The pressure of a crystal cell is the negative slope of its energy with volume; a negative value means that the cell would like to shrink. Here it was computed for one fixed cell of layered WS2 with LDA and plane waves, at nine settings of the plane-wave cutoff. The cutoff, printed as sweep value in Ry, sets the shortest wave with which the electrons may be described. The density cutoff is four times as large and rises with it.

Quantum ESPRESSO 7.5, plane-wave LDA with PseudoDojo 0.4.1 standard scalar-relativistic potentials, for one fixed cell of WS2 (P6_3/mmc, 6 atoms), without spin polarisation. The k mesh is 10×10×3, with Methfessel-Paxton smearing of 0.1 eV. The sweep value is the wavefunction cutoff in Ry; energies are free energies counted from the 105 Ry row.

```
sweep density cutoff (eV)  sweep value  energy less tightest (meV/atom)  pressure (GPa)
                     1524           28                           1201.7          -30.94
                     1905           35                            440.8          -19.87
                     2286           42                            131.6          -11.95
                     2667           49                             30.6           -7.83
                     3048           56                              6.4           -6.30
                     3429           63                              2.4           -5.96
                     3810           70                              1.5           -5.95
                     4572           84                              0.4           -5.94
                     5714          105                              0.0           -5.96
```

## What happens

At 28 Ry the computed pressure is about −31 GPa, and from 63 Ry on it stays close to −6 GPa. The atoms and the cell are the same in every row, so the difference of some 25 GPa is an error of the description. The last 6 GPa are of another kind. They stay however many waves are added, because LDA prefers a smaller cell than the one supplied.

## Why

Close to the atoms the electron waves have sharp features, and only short plane waves can draw them. A low cutoff leaves these features blurred, which costs energy. That cost alone would do little harm to the pressure if it were the same at every volume.

The trouble comes from how the pressure is taken. The program differentiates the energy while it keeps the same set of plane waves. When the cell is stretched, each of these waves is stretched with it, so the set describes sharp features less well than before. The energy rises, and the calculation reads this as a resistance to stretching: a false inward pull, known as Pulay stress.

The pull therefore depends on how steeply the energy still changes with the cutoff. A stretch by one percent in volume lowers the effective cutoff by about two thirds of a percent. Where the energy curve is steep, that small loss is expensive; where it is flat, it costs almost nothing.

## The rule

For a fixed set of waves the effective cutoff $E_c$ varies as $V^{-2/3}$, where $V$ is the volume per atom. Suppose that the energy error at a given cutoff hardly depends on volume. This is plausible, since the sharp features sit close to the atoms and barely notice a small stretch. The pressure error is then

$$\Delta P \approx \frac{2}{3}\,\frac{E_c}{V}\,\frac{dE}{dE_c},$$

with $E$ the energy per atom. Two neighbouring cutoffs are enough to estimate the slope:

$$\Delta P \approx \frac{106.8}{V}\;\Delta E\;\frac{\text{mean cutoff}}{\text{step in cutoff}}.$$

Here $\Delta E$ is the energy at the higher cutoff less that at the lower one, in eV per atom, $V$ is in Å³ and the result is in GPa. The constant is two thirds of the factor that turns eV/Å³ into GPa. No parameter was adjusted to the table. For this cell, with 18.25 Å³ per atom, the first factor is 5.85.

**From 28 to 35 Ry.** The energy less tightest falls from 1201.7 to 440.8 meV/atom, so $\Delta E$ is −0.761 eV. The mean cutoff is 31.5 Ry and the step 7 Ry, which gives a ratio of 4.5:

$$\Delta P \approx 5.85 \times (-0.761) \times 4.5 \approx -20.0\ \text{GPa}.$$

Measured against the pressure at 105 Ry, the two rows are wrong by −25.0 and −13.9 GPa, on average −19.4 GPa.

**From 49 to 56 Ry.** The energy now falls by only 24.2 meV/atom, and the ratio is 7.5:

$$\Delta P \approx 5.85 \times (-0.0242) \times 7.5 \approx -1.06\ \text{GPa}.$$

The mean error of these two rows is −1.1 GPa. The rule has followed the error down by a factor of almost twenty.

## How good it is

For the four steps up to 56 Ry the estimate lies within 4 % of the mean error of the two rows. That comparison is somewhat kind. The pressure error falls along a curve that flattens out, and the plain mean of two end points lies above the true average of such a curve. Against a logarithmic mean, which suits a steady decay, the estimate is too large by 6 to 18 %. An accuracy of about a fifth is therefore the fair claim for this cell up to 56 Ry, and other materials were not tested; the output printed after this text shows each step.

The agreement supports the link between the pressure error and the slope of the energy. The size of the energy error is a poor guide by comparison. Dividing it by the volume also gives a pressure, but one that is 3.6 times too small at 35 Ry and 7 times too small at 49 Ry. Part of this widening comes from the cutoff itself, which multiplies the slope in the rule. The rest comes from the energy error, which shrinks by a growing factor from step to step in this range, so that the curve becomes steeper for its height.

The same behaviour explains why the second energy has to be computed. Between 28 and 35 Ry, 37 % of the energy error survives; between 49 and 56 Ry, only 21 %. After that the decline slows again. A single exponential drawn through the first rows would miss both changes.

## Where it stops

From 56 to 63 Ry the rule still gives a usable −0.20 GPa, where the mean error is −0.17 GPa. Beyond 63 Ry it has no more to offer. The energy still creeps down by 2.4 meV/atom, and the rule turns this into pressure errors of up to 0.05 GPa. The computed pressures vary by only 0.02 GPa there and do not follow. Why they ignore this last bit of energy is untested. An estimate below about 0.1 GPa should be read as "small enough" and not used as a correction.

## What to do about it

Compute the same cell at two cutoffs a few Ry apart, around the one you plan to use, and apply the rule. If the result matters for your purpose, raise the cutoff, or subtract the estimate from the mean of the two pressures. For 49 and 56 Ry that mean is −7.1 GPa, and the correction brings it to −6.0 GPa, in line with the tightest row. For 28 and 35 Ry the corrected value is −5.4 GPa: a small miss for so large a correction, but still 0.6 GPa away from the converged pressure.

The sign tells you what an uncorrected run would do. A cell relaxed at too low a cutoff follows the false pull and ends up too small. Comparing total energies of several volumes at one and the same cutoff largely avoids this, because each volume then gets its own set of waves and the energy error nearly cancels.

For another material, two things besides the cutoff itself affect the size of the error. Sharper electron shells, or pseudopotentials that smooth them less, keep the energy curve steep up to higher cutoffs, and more room per atom spreads the same slope over a larger volume.

Printed output of the fit:

```
Constant of the rule before division by volume (GPa A^3 per eV): 106.8
Constant of the rule for this cell (GPa per eV/atom): 5.853
Step that ends in this row:
   row  cutoff Ry  energy change meV/atom  mean cutoff over step width  rule GPa  mean pressure error of both ends GPa  rule less mean GPa
  1524         28                     n/a                          n/a       n/a                                   n/a                 n/a
  1905         35                  -760.9                          4.5    -20.04                                -19.45             -0.5949
  2286         42                  -309.2                          5.5    -9.953                                 -9.95           -0.003102
  2667         49                    -101                          6.5    -3.842                                 -3.93              0.0877
  3048         56                   -24.2                          7.5    -1.062                                -1.105             0.04273
  3429         63                      -4                          8.5    -0.199                                 -0.17            -0.02899
  3810         70                    -0.9                          9.5  -0.05004                                 0.005            -0.05504
  4572         84                    -1.1                          5.5  -0.03541                                 0.015            -0.05041
  5714        105                    -0.4                          4.5  -0.01053                                  0.01            -0.02053
Single rows:
   row  cutoff Ry  pressure error GPa  energy error over volume GPa  percent of energy error left after step
  1524         28              -24.98                        -10.55                                      n/a
  1905         35              -13.91                         -3.87                                    36.68
  2286         42               -5.99                        -1.155                                    29.85
  2667         49               -1.87                       -0.2686                                    23.25
  3048         56               -0.34                      -0.05619                                    20.92
  3429         63                   0                      -0.02107                                     37.5
  3810         70                0.01                      -0.01317                                     62.5
  4572         84                0.02                     -0.003512                                    26.67
  5714        105                   0                             0                                        0
Rule against simple mean for step 28 to 35 Ry (percent): 3.06
Rule against simple mean for step 49 to 56 Ry (percent): -3.867
Largest miss against simple mean for steps up to 56 Ry (percent): 3.867
Smallest excess over logarithmic mean for steps up to 56 Ry (percent): 5.879
Largest excess over logarithmic mean for steps up to 56 Ry (percent): 18.36
Pressure error over rival estimate at 35 Ry (ratio): 3.594
Pressure error over rival estimate at 49 Ry (ratio): 6.961
Spread of pressure from 63 Ry on (GPa): 0.02
Largest miss of the rule for steps beyond 63 Ry (GPa): 0.05504
```
